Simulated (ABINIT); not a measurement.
Crystal: La2O3.

```xyz
5
Lattice="3.9308 0.0000 0.0000 -1.9654 3.4042 0.0000 0.0000 0.0000 6.1120" Properties=species:S:1:pos:R:3 pbc="T T T"
La    0.0000    2.2694    1.5050
La    1.9654    1.1347    4.6070
O     0.0000    0.0000    0.0000
O     0.0000    2.2694    3.9477
O     1.9654    1.1347    2.1643
```

The cell is a database's computed one.

Base run:

| Item | Value |
| --- | --- |
| Program | ABINIT 10.8.3 (patched build) |
| Functional | PBEsol |
| Potentials or basis | JTH PAW PBE v2.0 |
| Cutoff | 626 eV |
| k mesh | 8 × 8 × 5 |
| Occupations | fermi-dirac, width 0.05 eV |
| Spin | no spin polarisation |

Its results: band gap on the k mesh 3.82 eV, indirect (least direct gap 3.97 eV); pressure -2.1 GPa; largest force 0.016 eV/Å.

Task: The run is repeated on the same cell with these changes: functional from PBEsol to PBE. What comes out?

Result: Band gap on the k mesh 3.88 eV, indirect (least direct gap 4.06 eV); pressure 2.7 GPa; largest force 0.093 eV/Å.

PBE binds less tightly than PBEsol, so the same cell stands under more pressure.

Caveats: spin-orbit coupling is left out, which moves the levels of the heavy elements; the PAW data sets were made with another functional, which shifts forces and pressure a little (some runs).

A k mesh can miss the band edges.

Not every run made on this cell is shown here.
